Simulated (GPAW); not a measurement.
A run of GPAW 26.7.0:

File run.py:

```python
from ase.eos import EquationOfState
from ase.io import Trajectory, read
from ase.units import GPa
from gpaw import GPAW, PW

atoms = read('Pd.xyz')

traj = Trajectory('eos.traj', 'w')
volumes, energies = [], []
for x in [0.94, 0.96, 0.98, 1.0, 1.02, 1.04, 1.06]:
    a = atoms.copy()
    a.set_cell(atoms.cell * x**(1 / 3), scale_atoms=True)
    calc = GPAW(mode=PW(600),
                xc='MGGA_X_SCAN+MGGA_C_SCAN',
                kpts={'size': (9, 9, 9), 'gamma': True},
                occupations={'name': 'fermi-dirac', 'width': 0.05},
                nbands=17,
                convergence={'density': 1e-05, 'energy': 1e-05},
                maxiter=150,
                txt=f'eos-{x:.2f}.txt')
    a.calc = calc
    energies.append(a.get_potential_energy(force_consistent=True))
    volumes.append(a.get_volume())
    p = -a.get_stress()[:3].mean() / GPa
    calc.write(f'eos-{x:.2f}.gpw')
    traj.write(a)
    print(f'{x:.2f} {volumes[-1]:10.4f} A^3 {energies[-1]:14.6f} eV {p:9.3f} GPa', flush=True)

v0, e0, B = EquationOfState(volumes, energies, eos='birchmurnaghan').fit()
print(f'V0 = {v0:.4f} A^3, E0 = {e0:.6f} eV, B0 = {B / GPa:.2f} GPa')
```

The input Pd.xyz:

```xyz
1
Lattice="0.0000000000 1.9465000000 1.9465000000 1.9465000000 0.0000000000 1.9465000000 1.9465000000 1.9465000000 0.0000000000" Properties=species:S:1:pos:R:3 pbc="T T T"
Pd     0.0000000000      0.0000000000      0.0000000000
```

Potentials or basis: GPAW PAW data sets (gpaw-data 1.2.1), pw.

The run is started by

```sh
$ OMP_NUM_THREADS=1 python run.py
```

Hardware: 1 thread of Arm Neoverse V1 (shared host).

**Question.** Estimate the wall time of this run.

**Answer.** Run time: 2.1 min on 1 thread of Arm Neoverse V1, with other jobs on the host, peak memory 0.54 GiB. Counts: scf iterations 77, plane waves 483, bands 17, k points 35.
